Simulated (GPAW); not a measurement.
# InP (honeycomb monolayer): G0W0 with GPAW, start to end, part 2 of 2

How does a plane-wave GW calculation on InP (honeycomb monolayer) run from the first input to the gap?

GPAW 26.7.0; LDA and many-body steps on it, plane waves. Known limits of the many-body steps: short of the basis limit; no spin-orbit coupling.

So far. Step 3 (Bands along the symmetry lines): The gap is 1.194 eV, as in the run before at this level. Step 4 (Empty states on the mesh, 6×6×1 mesh, 283 bands): On this mesh the gap is 1.194 eV.

### 5. Screening and self-energy, 6×6×1 mesh, 127 bands, screening to 48 eV

G0W0 replaces the xc potential by the self-energy, built once from these orbitals. Only a window of levels is corrected, while the sums run over the empty bands that the input names.

This step: G0W0 on LDA, plane waves, PAW.

run.py

```python
import json
import numpy as np
from gpaw.mpi import world
from gpaw.response.g0w0 import G0W0

gw = G0W0('full.gpw',
    filename='gw',
    kpts=[0, 4],
    bands=(7, 11),
    ecut=48,
    nbands=127,
    truncation='2D',
    integrate_gamma='sphere',
    q0_correction=True,
    frequencies={'type': 'nonlinear', 'domega0': 0.15, 'omega2': 15.0},
    eta=0.1,
    nblocksmax=True)
gw.calculate()
res = {mode: {k: v for k, v in r.items() if k != 'sigma_eskwn'}
       for mode, r in gw.all_results.items()}

if world.rank == 0:
    with open('result.json', 'w') as f:
        json.dump(res, f, default=lambda x: x.tolist())
```

Run with:

```
> mpirun -n 8 gpaw python run.py
```

The log of the run:

```text
Using integrator: PointIntegrator
NonLinearFrequencyDescriptor(from 0.000 to 61.556 eV, 153 points)
Nonperiodic BCs:  [False False  True]
Using integrator: PointIntegrator
NonLinearFrequencyDescriptor(from 0.000 to 61.556 eV, 153 points)
Nonperiodic BCs:  [False False  True]
Applying analytical 2D correction to W:
    Evaluating Gamma point contribution to W on a 17x17x1 grid
  ___  _ _ _
 |   || | | |
 | | || | | |
 |__ ||_____|
 |___|

BZ k-points: Symmetries present (total): 6

  [... matrices ...]
36 k-points: 6 x 6 x 1 Monkhorst-Pack grid + [1/12,1/12,0.000000]
7 k-points in the irreducible part of the Brillouin zone
       k-points in crystal coordinates                weights
   0:     0.00000000    0.00000000    0.00000000          1/36
   1:     0.16666667    0.00000000    0.00000000          6/36
   2:     0.33333333   -0.16666667    0.00000000          6/36
   3:     0.33333333    0.00000000    0.00000000          6/36
   4:     0.33333333    0.33333333    0.00000000          2/36
   5:     0.50000000    0.33333333    0.00000000         12/36
   6:     0.50000000    0.50000000    0.00000000          3/36

Distributing spins, k-points and bands (1 x 2 x 4) over 1 process
Number of blocks: 8

Quasi particle states:
k-points (IBZ indices): [0, 4]
Band range: (7, 11)
  [... matrices ...]
Computational parameters:
Plane wave cut-off: 48 eV
Number of bands: 127
Coulomb cutoff: 2D
Broadening: 0.1 eV

fxc modes: GW
Kernel: RPA
Using full-frequency real axis integration
Summing all q:

Calculating screened Coulomb potential
2D Coulomb truncation
NonLinearFrequencyDescriptor(from 0.000 to 61.556 eV, 153 points)
Removing empty qpoint cache files...

Calculating chi0 body with:
    Ground state adapter containing:
    Number of spins: 1
    Number of kpoints: 36
    Number of irreducible kpoints: 7
    Number of completely occupied states: 9
    Number of partially occupied states: 9
    Occupied states memory: 3.391479 M / cpu

    Linear response parametrization:
    q_c: [1.387779e-17, 1.387779e-17, 0.0]
    Number of frequency points: 153
    Planewave cutoff: 48.0
    Number of bands: 127
    Number of planewaves: 127
    Broadening (eta): 0.1
    comm.size: 8
    kncomm.size: 1
    blockcomm.size: 8

    Memory estimate of potentially large arrays:
        chi0_wGG: 4.706835 M / cpu
Integrating chi0 body.

Symmetries of q_c:
    Direct symmetries (Uq -> q): 6
    Indirect symmetries (TUq -> q): 6
In total 12 allowed symmetries.

  [... matrices ...]
7 groups of equivalent kpoints. 80.555556% reduction.

Integral kind: spectral function
Integrating chi0 head and wings.

Symmetries of q_c:
    Direct symmetries (Uq -> q): 6
    Indirect symmetries (TUq -> q): 6
In total 12 allowed symmetries.

  [... matrices ...]
7 groups of equivalent kpoints. 80.555556% reduction.

Integral kind: spectral function wings

Calculating chi0 body with:
    Ground state adapter containing:
    Number of spins: 1
    Number of kpoints: 36
    Number of irreducible kpoints: 7
    Number of completely occupied states: 9
    Number of partially occupied states: 9
[... the further q-points ...]

Results:
f:      Occupation numbers
eps:     KS-eigenvalues [eV]
vxc:     KS vxc [eV]
exx:     Exact exchange [eV]
sigma:   Self-energies [eV]
dsigma:  Self-energy derivatives
Z:       Renormalization factors
qp:      QP-energies [eV]

k-point 0 (0): (0.000, 0.000, 0.000)                GW
band       f     eps     vxc     exx   sigma  dsigma       Z      qp
                                                                   GW
   7   1.000  -2.657 -15.463 -16.998   1.215  -0.391   0.719  -2.886
   8   1.000  -2.657 -15.463 -16.998   1.215  -0.391   0.719  -2.886
   9   0.000  -1.307 -13.913  -9.840  -2.478  -0.378   0.726  -0.149
  10   0.000   1.220  -6.666  -3.565  -2.348  -0.343   0.745   1.781

k-point 1 (4): (0.333, 0.333, 0.000)                GW
band       f     eps     vxc     exx   sigma  dsigma       Z      qp
                                                                   GW
   7   1.000  -5.631 -12.370 -15.181   2.227  -0.531   0.653  -6.013
   8   1.000  -2.501 -12.611 -14.402   1.245  -0.453   0.688  -2.877
   9   0.000  -0.384 -10.350  -6.453  -2.673  -0.398   0.715   0.491
  10   0.000   2.924  -7.673  -3.757  -3.083  -0.355   0.738   3.539
```

The job ended after 32 s (8 MPI ranks of AMD EPYC 7R43, shared host; peak memory 2.5 GiB).

This step gave:

* G0W0 gap on the mesh: 2.728 eV
* least direct G0W0 gap on the computed points: 2.737 eV
* Z at the valence top: 0.6882
* Z at the conduction bottom: 0.7257
* starting gap on the mesh: 1.194 eV
* k of the valence top: 0.3333, 0.3333, 0
* k of the conduction bottom: 0, 0, 0

The gap on the mesh goes from 1.19 eV to 2.73 eV, a correction of +1.53 eV.

Limits: finite bands, cutoff and mesh; no spin-orbit coupling. v1 is the top filled band, c1 the lowest empty one. Levels before and after the correction, in eV, zero at the valence-band top of each column:

|  | conduction bottom | valence top |
| --- | --- | --- |
| Kohn-Sham | 1.19 | 0.00 |
| G0W0 | 2.73 | 0.00 |

|  | level | energy (eV) |
| --- | --- | --- |
| Kohn-Sham | Γ v2-v1 | -0.156 |
| Kohn-Sham | Γ c1 | 1.194 |
| Kohn-Sham | Γ c2 | 3.721 |
| Kohn-Sham | (0.333 0.333 0) v2 | -3.130 |
| Kohn-Sham | (0.333 0.333 0) v1 | 0.000 |
| Kohn-Sham | (0.333 0.333 0) c1 | 2.117 |
| Kohn-Sham | (0.333 0.333 0) c2 | 5.425 |
| G0W0 | Γ v2-v1 | -0.009 |
| G0W0 | Γ c1 | 2.728 |
| G0W0 | Γ c2 | 4.658 |
| G0W0 | (0.333 0.333 0) v2 | -3.135 |
| G0W0 | (0.333 0.333 0) v1 | 0.000 |
| G0W0 | (0.333 0.333 0) c1 | 3.368 |
| G0W0 | (0.333 0.333 0) c2 | 6.416 |

### 6. Where the time went

Times are wall times on the hardware named with each run, good to a factor of about two.

| step | time | share | memory (GiB) |
| --- | --- | --- | --- |
| ground state | 6.9 s | 8 % | 1.3 |
| bands along the symmetry lines | 9.5 s | 11 % | 1.4 |
| empty states on the mesh | 37 s | 43 % | 7.0 |
| screening and self-energy | 32 s | 38 % | 2.5 |

### 7. What came out

| Quantity | Value |
| --- | --- |
| LDA gap | 1.19 eV, indirect |
| G0W0 gap on the mesh | 2.73 eV |
| GW settings | 6×6×1 mesh, 127 bands, screening to 48 eV, full frequency, Hilbert transform |
| known limits | short of the basis limit; no spin-orbit coupling |

What this shows: G0W0 moves the gap on the mesh from 1.19 eV to 2.73 eV (+1.53 eV), with Z of 0.69 and 0.73 at the edges. Bands and cutoff are finite, so the gap stands short of the basis limit, usually by up to a few tenths of an eV; the mesh is an error of its own. In this program the long-wavelength screening can come out low in d oxides and layered crystals. The many-body steps are scalar-relativistic: spin-orbit coupling is not in them.

[Long decimals in the printed logs are rounded to 6 places.]

[Logs are printed without paths, hosts, clocks, repeated set-up lines and the standing remarks that a program may print on its own settings, such as how far it seeks lower states.]

[Paths, hosts, dates, memory and timing lines, banners, echoed tables and standing remarks are left out of the program output; an Ansatz launch command may be rebuilt from the run's recorded settings. Measured values are a selection of at most five: reports struck by readers or far from the other reports are left out. None is set beside runs whose start may be inverted or whose files or cutoffs have a known fault.]

[Runs of the session that timed out or met a known fault of the program may be left out.]

[Hosts, paths, dates, database ids (printed as entryN), source tags and the programs' standing remarks are cut or masked in the printed files.]

[Where the starting crystal was built by hand or by swapping elements, it need not be the compound's stable phase.]
